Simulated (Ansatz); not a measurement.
Crystal: Mg.

```xyz
3
Lattice="0.0000 3.4835 3.4835 3.4835 0.0000 3.4835 3.4835 3.4835 0.0000" Properties=species:S:1:pos:R:3 pbc="T T T"
Mg    0.0000    0.0000    0.0000
Mg    1.7417    1.7417    1.7417
Mg    5.2252    5.2252    5.2252
```

The cell was built by a generator and needn't be a form met in nature.

```yaml
Program: Ansatz 0.2.0
Task: relaxation of cell and atoms
Functional: BLYP
Potentials_or_basis: Ansatz PAW
Cutoff: "420 eV (not typed: the program's choice for these potentials)"
k_mesh: 7 × 7 × 7
Occupations: fermi-dirac, width 0.05 eV
Spin: no spin polarisation
```

At the start: volume 28.18 Å³/atom.

**Question.** Where does the relaxation end?

**Answer.** It ends after 4 steps and the volume is 29.41 Å³/atom (+4.4 %); space group Fm-3m (No. 225, to 0.05 Å).

The path:
```tsv
step	energy change (eV)	largest force (eV/Å)	volume (Å³)
1	0.0000	0.0000	84.54
2	-0.0091	0.0000	86.74
3	-0.0109	0.0000	88.23
4	-0.0109	0.0000	88.23
```

Final structure:
```xyz
3
Lattice="0.0000 3.5334 3.5334 3.5334 0.0000 3.5334 3.5334 3.5334 0.0000" Properties=species:S:1:pos:R:3 pbc="T T T"
Mg    0.0000    0.0000    0.0000
Mg    1.7667    1.7667    1.7667
Mg    5.3001    5.3001    5.3001
```

Caveat: the plane-wave basis is chosen anew once the cell has moved, so the energies of steps on either side of that aren't comparable; the PAW data sets come from PBE, with cores solved anew for the run's functional, which leaves a small shift of forces and pressure.
